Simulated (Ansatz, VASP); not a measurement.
## W: VASP beside Ansatz

```
W
1.0
    -1.56096    1.56096    1.56096
     1.56096   -1.56096    1.56096
     1.56096    1.56096   -1.56096
W
1
Cartesian
  0.0000 0.0000 0.0000
```

Alike in both runs: task single point; functional PBEsol; k mesh 12 × 12 × 12; occupations fermi-dirac, width 0.05 eV; non-collinear spin, spin-orbit coupling.

|  | VASP | Ansatz |
| --- | --- | --- |
| version | VASP 6.6.1 | Ansatz 0.2.0 |
| potentials or method | VASP PAW PBE potentials, release 64 (W_sv) | Ansatz PAW |
| plane-wave cutoff (eV) | 520 | 420 |
| valence electrons in the cell | 14 | 14 |

Ansatz gave:

| Property | Result |
| --- | --- |
| gap on the k mesh at the Fermi level (eV) | none |
| pressure (GPa) | 11.2 |
| net moment per atom (μB) | 0.00 |

Which values does VASP return?

gap on the k mesh at the Fermi level (eV): none; pressure (GPa): 12.2; net moment per atom (μB): 0.00.

A gap of «none» marks a metal or a gap that the smearing closes.

Caveats: the PAW data sets were made with another functional, which shifts forces and pressure a little (VASP); the PAW data sets come from PBE, with cores solved anew for the run's functional, which leaves a small shift of forces and pressure (Ansatz).
